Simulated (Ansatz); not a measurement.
Input and command of a calculation in Ansatz (plane waves; scalar-relativistic PAW potentials unless the input names others):

```yaml
crystal:
  lattice:
    - [-2.1916688356, 2.1916688356, 2.1916688356]
    - [2.1916688356, -2.1916688356, 2.1916688356]
    - [2.1916688356, 2.1916688356, -2.1916688356]
  atoms:
    - { symbol: Ca, position: [0.0, 0.0, 0.0] }
basis:
  ecutwfc: 420
kpoints:
  mp_grid: { grid: [1, 1, 1] }
hamiltonian:
  xc: pbe
scf:
  occupations: { method: gaussian, width: 0.1 }
  max_iter: 100
output:
  forces: true
  eigenvalues: true
  stress: true
```

```bash
ansatz run input.yaml --threads 1 --pin off --max-ram 2560MiB --backend cpu --events-out ev --progress --plain --runs-dir out
```

Abridged log:
```
Pseudopotentials: kind: paw
Pseudopotential: Ca, paw, valence charge 10, recommended cutoff 420 eV (normal)
Functional definition: PBE
Crystal: 1 atom, lattice volume = 42.110 Å³
Basis set: ecut = 420 eV, 791 PW (Γ), exchange–correlation on 54×54×54 points (8 copies of the dense FFT grid, shifted against one another)
Bands: 9, of which v1, the nominal top of the filled ones, is band 5 counted from 1 (4 counted from 0)
Symmetry: 48 space group operations
Space group: Im-3m (ITA 229), of the structure as read, at distance tolerance 3.5e-5 Å
k-points: 1
Initial density: superposition of atomic densities (neutral atoms: chi_scale 0, normalization atom), corrected by the library's trained network
Initial wavefunctions: pseudopotential atomic-orbital guess
Functional: x = pbe(κ = 0.804, μ = 0.21951497), c = pbe(β = 0.06672455)
SCF iter   1: F=—  HF=-1821.914162 eV  |F-HF|=—  |Δ(HF+E_count)|=         —  Δρ=7.10e-3  dr2=3.24e-2  ethr=1.77e-3  ⟨swp⟩=5.0  Hψ=64  notcnv=0
SCF iter   2: F=—  HF=-1821.898538 eV  |F-HF|=—  |Δ(HF+E_count)|=   1.56e-2  Δρ=3.83e-3  dr2=5.00e-3  ethr=3.24e-4  ⟨swp⟩=3.0  Hψ=26  notcnv=0
SCF iter   3: F=—  HF=-1821.896909 eV  |F-HF|=—  |Δ(HF+E_count)|=   1.63e-3  Δρ=7.79e-4  dr2=1.36e-4  ethr=5.00e-5  ⟨swp⟩=3.0  Hψ=13  notcnv=0
SCF iter   4: F=—  HF=-1821.896906 eV  |F-HF|=—  |Δ(HF+E_count)|=   2.88e-6  Δρ=5.55e-5  dr2=4.57e-7  ethr=1.36e-6  ⟨swp⟩=2.0  Hψ=10  notcnv=0
SCF iter   5: F=—  HF=-1821.896909 eV  |F-HF|=—  |Δ(HF+E_count)|=   3.03e-6  Δρ=1.55e-5  dr2=4.10e-8  ethr=4.57e-9  ⟨swp⟩=2.0  Hψ=14  notcnv=0
SCF iter   6: F=-1821.896909 eV  HF=-1821.896909 eV  |F-HF|=5.85e-10  |Δ(HF+E_count)|=   1.00e-8  Δρ=2.96e-6  dr2=1.60e-9  ethr=4.10e-10  ⟨swp⟩=3.0  Hψ=49  notcnv=0
SCF 1 converged in 6 iterations: F = -1821.896909 eV  dr2 = 1.60e-9
SCF converged after 6 iterations
Free energy (F): -1821.896909 eV
Harris-Foulkes:  -1821.896909 eV  (|F-HF|=5.85e-10)
Internal energy: -1821.896909 eV  (E = F + TS)
E sigma→0 (E₀):  -1821.896909 eV
Fermi energy:    3.967349 eV
--- Forces (eV/Å), atoms counted from 1 ---
  atom   1  Ca     0.00000000     0.00000000     0.00000000
--- Stress (GPa, compression-positive) ---
       -6.777336       0.000000       0.000000
        0.000000      -6.777336       0.000000
        0.000000       0.000000      -6.777336
  P = ⅓ Tr σ = -6.7773 GPa (-67.773 kbar)
```

Problem. What should be changed?

Solution. The fault is one k-point for a small cell (kpoints.mp_grid.grid: [14, 14, 14] → [1, 1, 1], the first being the value of the sound run). Setting it back cures it. The run converged all the same, with an energy at zero smearing 5.1 eV/atom below the reference's, pressure -6.78 GPa, largest force 0.000 eV/Å, gap on the mesh 6.15 eV, so convergence alone doesn't show that an input is right. A reference run on usual settings, whose relaxation ended at this geometry, converged, and the end of its own relaxation has pressure 0.01 GPa, largest force 0.000 eV/Å, no gap on the mesh.

Time: 0.2 s on 1 thread of Intel(R) Xeon(R) 6975P-C (Granite Rapids) (shared host), peak memory 0.3 GiB.